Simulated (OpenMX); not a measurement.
Ge:

```
CELL_PARAMETERS angstrom
0.00000 2.82891 2.82891
2.82891 0.00000 2.82891
2.82891 2.82891 0.00000
ATOMIC_POSITIONS crystal
Ge 0.75000 0.75000 0.75000
Ge 0.50000 0.50000 0.50000
```

Base run:

| Item | Value |
| --- | --- |
| Program | OpenMX 3.8.5 |
| Functional | PBE |
| Potentials or basis | OpenMX 2013 PBE set, Ge7.0-s2p2d1, grid cutoff 300 Ry |
| k mesh | 7 × 7 × 7 |
| Occupations | fermi-dirac, width 0.05 eV |
| Spin | no spin polarisation |

Its results: pressure 6.2 GPa.

Task: The run is repeated on the same cell with these changes: potentials or basis from OpenMX 2013 PBE set, Ge7.0-s2p2d1, grid cutoff 300 Ry to OpenMX 2013 PBE set, Ge7.0-s3p2d2f1, grid cutoff 300 Ry. What comes out?

Result: Pressure 5.1 GPa.

Caveats: the basis of atomic orbitals isn't converged, which shifts pressures, moduli and gaps.
